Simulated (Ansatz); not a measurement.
The system is CdS.

```xyz
2
Lattice="0.0000 2.7532 2.7532 2.7532 0.0000 2.7532 2.7532 2.7532 0.0000" Properties=species:S:1:pos:R:3 pbc="T T T"
Cd    0.0000    0.0000    0.0000
S     2.7532    2.7532    2.7532
```

Measurements of this composition are mostly on another form, of space group No. 186.

- Program: Ansatz 0.2.0
- Task: relaxation of cell and atoms
- Functional: BLYP
- Dispersion: D3(BJ)
- Potentials or basis: Ansatz PAW
- Cutoff: 420 eV (not typed: the program's choice for these potentials)
- k mesh: 8 × 8 × 8
- Occupations: fermi-dirac, width 0.05 eV
- Spin: no spin polarisation

At the start: volume 20.87 Å³/atom.

Problem. Where does the relaxation end?

Solution. It ends after 5 steps and the volume is 20.18 Å³/atom (-3.3 %); space group Fm-3m (No. 225, to 0.05 Å).

Step by step:
```csv
step,energy change (eV),largest force (eV/Å),volume (Å³)
1,0.0000,0.0000,41.74
2,-0.0079,0.0000,39.62
3,-0.0111,0.0000,40.41
4,-0.0112,0.0000,40.36
5,-0.0108,0.0000,40.36
```

Final structure:
```
Cd S
1.0
     0.00000    2.72264    2.72264
     2.72264    0.00000    2.72264
     2.72264    2.72264    0.00000
Cd S
1 1
Direct
  0.00000 0.00000 0.00000
  0.50000 0.50000 0.50000
```

Caveat: the plane-wave basis is chosen anew once the cell has moved, so the energies of steps on either side of that aren't comparable; the PAW data sets come from PBE, with cores solved anew for the run's functional, which leaves a small shift of forces and pressure.
